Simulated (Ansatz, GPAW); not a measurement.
This is a calculation of Au (Gold) for GPAW 26.7.0 (ASE script). 

Contents of run.py:

```python
from ase.dft.bandgap import bandgap
from ase.io import read, write
from ase.units import Bohr, GPa
from gpaw import GPAW, PW
from gpaw.elf import elf_from_dft_calculation

atoms = read('Au.xyz')

calc = GPAW(mode=PW(600),
            xc='PBE',
            kpts={'size': (11, 11, 11), 'gamma': True},
            occupations={'name': 'methfessel-paxton', 'order': 0, 'width': 0.013000000000000001},
            nbands=14,
            convergence={'density': 1e-05, 'energy': 1e-05},
            maxiter=150,
            txt='gpaw.txt')
atoms.calc = calc
energy = atoms.get_potential_energy()
forces = atoms.get_forces()
stress = atoms.get_stress()
calc.write('gs.gpw')
write('result.traj', atoms)
print(f'Energy: {energy:.6f} eV')
print('Forces (eV/A):')
print(forces.round(4))
print('Stress (GPa):', (stress / GPa).round(3))
print('Fermi level:', round(calc.get_fermi_level(), 4), 'eV')
print(f'Gap: {bandgap(calc)[0]:.4f} eV, direct: {bandgap(calc, direct=True)[0]:.4f} eV')

# fields on the real-space grid
write('density.cube', atoms, data=calc.get_pseudo_density() * Bohr**3)
write('potential.cube', atoms, data=calc.get_electrostatic_potential())
write('elf.cube', atoms, data=elf_from_dft_calculation(calc).data)
```

Au.xyz

```xyz
1
Lattice="0.0000000000 2.0350000000 2.0350000000 2.0350000000 0.0000000000 2.0350000000 2.0350000000 2.0350000000 0.0000000000" Properties=species:S:1:pos:R:3 pbc="T T T"
Au     0.0000000000      0.0000000000      0.0000000000
```

Potentials or basis: GPAW PAW data sets (gpaw-data 1.2.1), pw.

Run with:

```bash
$ OMP_NUM_THREADS=1 python run.py
```

Q: What does the same run look like in Ansatz 0.2.0? Potentials or basis there: all-electron LAPW, scalar-relativistic.

A: As run (cutoffs and basis follow the program's own potentials, and thresholds, step limits or extra output files can differ):

Contents of input.yaml:

```yaml
crystal:
  lattice:
    - [0.0, 2.035, 2.035]
    - [2.035, 0.0, 2.035]
    - [2.035, 2.035, 0.0]
  atoms:
    - { symbol: Au, position: [0.0, 0.0, 0.0] }
kpoints:
  mp_grid: { grid: [11, 11, 11] }
scf:
  occupations: { method: gaussian, width: 0.013 }
hamiltonian:
  xc: pbe
  pseudopotentials: { kind: all_electron, lapw: { basis_error: 0.001 } }
output:
  forces: true
  stress: true
  eigenvalues: true
```

Potentials or basis: all-electron LAPW, scalar-relativistic.

The run is started by

```sh
$ ansatz run input.yaml --threads 1 --pin off --max-ram 3072MiB --backend cpu --events-out ev --progress --plain --runs-dir out
```

Both were run:

|  | GPAW | Ansatz |
| --- | --- | --- |
| Pressure | 13.4 GPa | 10.8 GPa |

Where Ansatz's input types no cutoff or centring, it takes its own default and a Γ-centred mesh.

The two runs disagree by more than potentials and bases usually give (in gap, levels, pressure or energy); the cause wasn't traced.

The cell lies far from this level's equilibrium.

Pressure is positive in compression.
